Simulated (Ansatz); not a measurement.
The reference is InN in the wurtzite structure (space group P6_3mc, No. 186; a = 3.547 Å, c = 5.723 Å). Axes: x lies along a and z along c of the hexagonal cell.

Level of theory: r2SCAN (Ansatz, a quantum-chemistry and plane-wave program), scalar-relativistic without spin-orbit coupling.

Before the change:

- Shortest interatomic distance = 2.161 Å
- Pressure = 0.0 GPa

One thing is altered: biaxial strain −4.41 %, plane normal [001], relaxed out of plane (Cartesian); in-plane vectors clamped, the third vector and the atoms free.

Task: What happens to the shortest interatomic distance?

Result: The shortest interatomic distance shrinks by 0.040 Å, from 2.161 Å to 2.121 Å.

Task: What does the calculation give for the pressure after the change?

Result: The pressure (mean of the normal stresses, compression positive) goes from zero to 8.7 GPa.

A case with no gap was solved on a k-mesh chosen for an insulator, which is coarse for it. Stability against distortions was not tested. The final runs are not spin-polarised.
